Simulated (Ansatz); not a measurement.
## Computed frozen-phonon scan: LaAlO3 (cubic perovskite)

Starting cell, LaAlO3 (cubic perovskite):

```
CELL_PARAMETERS angstrom
      7.62482     0.00000     0.00000
      0.00000     3.81241     0.00000
      0.00000     0.00000     3.81241
ATOMIC_POSITIONS crystal
  La 0.00000 0.00000 0.00000
  La 0.50000 0.00000 0.00000
  Al 0.25000 0.50000 0.50000
  Al 0.75000 0.50000 0.50000
  O  0.00000 0.50000 0.50000
  O  0.50000 0.50000 0.50000
  O  0.25000 0.50000 0.00000
  O  0.75000 0.50000 0.00000
  O  0.25000 0.00000 0.50000
  O  0.75000 0.00000 0.50000
```

A phonon eigenvector at X = (0.5, 0.0, 0.0) is frozen into this cell: atom i moves by Q times the vector below, so Q is the largest atomic displacement, in Å. The cell is held. (q is in reciprocal vectors of the primitive cell; the cell shown is doubled to hold the pattern.)

| atom | x | y | z |
|---|---|---|---|
| Al3 | 1.000 | 0.000 | 0.000 |
| Al4 | -1.000 | 0.000 | 0.000 |
| O7 | 0.850 | 0.000 | 0.000 |
| O8 | -0.850 | 0.000 | 0.000 |
| O9 | 0.850 | 0.000 | 0.000 |
| O10 | -0.850 | 0.000 | 0.000 |

Atoms not listed stay in place.

Computed with PBE (plane waves to 420 eV, PAW, scalar-relativistic; Ansatz, a first-principles code). k mesh 5×9×9 (Γ-centred), Fermi-Dirac smearing 0.05 eV. The energy includes the smearing's −TS. Compression counts positive. LaAlO3 is run without spin polarisation. LaAlO3 was relaxed with its symmetry unable to fall. This is a high-temperature form of LaAlO3. ΔE is measured from the undisplaced structure.

```csv
Q (Å),ΔE (eV/cell),P (GPa),−dE/dQ from forces (eV/Å)
-0.280,1.941,10.1,16.026
-0.233,1.285,6.9,12.224
-0.187,0.790,4.3,9.072
-0.140,0.431,2.4,6.405
-0.093,0.187,1.1,4.085
-0.047,0.046,0.3,1.988
0.000,0.000,0.0,0.000
0.047,0.046,0.3,-1.988
0.093,0.187,1.1,-4.085
0.140,0.431,2.4,-6.405
0.187,0.790,4.3,-9.072
0.233,1.285,6.9,-12.224
0.280,1.941,10.1,-16.026
```

Read from the data:

- Energy at Q = 0.280 Å = 1941 meV/cell
- Space group of the distorted cell = P4/mmm (No. 123), lowered from Pm-3m
- Symmetry of the curve = even: the same for both signs
- Shape of the curve = a single well with its minimum at or next to zero displacement
- Harmonic wavenumber from the curvature (finite differences) = 339 cm⁻¹
- Wavenumber by perturbation theory (DFPT, on another k mesh) = 339 cm⁻¹

(A displaced cell: forces are minus the slopes of the energy, force constants its curvatures, and phonons follow from these.)
